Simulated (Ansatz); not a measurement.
## A sheet of HfS2 under strain

A free-standing layer, 3 atoms in a cell of 3.618 × 3.618 Å at 120° (P-3m1), 2.91 Å between its outer nuclei. Ansatz: PBE+D3(BJ), PAW, 420 eV, 9×9×1 mesh. It is strained by x per cent equally along both axes, atoms relaxed; y is the tensile stress along x per length. The small cell can't ripple, as a free sheet would under compression.

| x (%) | y (N/m) |
| --- | --- |
| -4.0 | -4.63 |
| -2.0 | -2.12 |
| 0.0 | 0.00 |
| 2.0 | 1.80 |
| 4.0 | 3.30 |
| 7.0 | ? |

Fit y = c1 x + c2 x² to the other rows, give the stiffness, and predict the missing row.

Least squares on the rows shown. y = 0.9890 x − 0.04147 x². The stiffness C11 + C12 is 100 c1 = 99 N/m, and the parabola would peak at x = 12 %, far outside the rows, so that is no strength. At x = 7.0 the fit asked for gives 4.89 N/m. The run gave 5.12 N/m, so the fit is 0.23 N/m too low, 2.4 % of the span of the series, against an rms of 0.01 N/m on the fitted rows. The row lies outside the fitted range. With a term in x³ added, a fit to the same known rows predicts 5.12 N/m, so most of the miss is curvature that the known rows already hold.

Spin–orbit coupling is left out, which can shift energies with elements as heavy as these.